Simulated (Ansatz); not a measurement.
This cell of SrF2 (fluorite) is off equilibrium:

```xyz
6
Lattice="0.0000 5.7906 5.7906 2.8953 2.8953 5.7906 2.8953 2.8953 0.0000" Properties=species:S:1:pos:R:3 pbc="T T T"
Sr     0.0000     0.0000     0.0000
Sr     2.8953     5.7906     2.8953
F      1.4477     1.4477     1.5477
F      1.4477     4.3430     4.2430
F      4.3430    10.1336    10.2336
F      4.3430     7.2383     7.1383
```

Method: r2SCAN (plane waves to 500 eV, PAW, scalar-relativistic; Ansatz, a program for electronic structure). k mesh 10×10×10 (Γ-centred), Fermi-Dirac smearing 0.05 eV. Stress and pressure are positive under compression. SrF2 was relaxed with its symmetry unable to fall.

### Question
Predict the force on every atom, in eV/Å.

### Answer
```
atom     Fx     Fy      Fz
----  -----  -----  ------
Sr1   0.000  0.000   0.000
Sr2   0.000  0.000   0.000
F3    0.000  0.000  -0.185
F4    0.000  0.000   0.185
F5    0.000  0.000  -0.185
F6    0.000  0.000   0.185
```

(A displaced cell: forces are minus the slopes of the energy, force constants its curvatures, and phonons follow from these.)
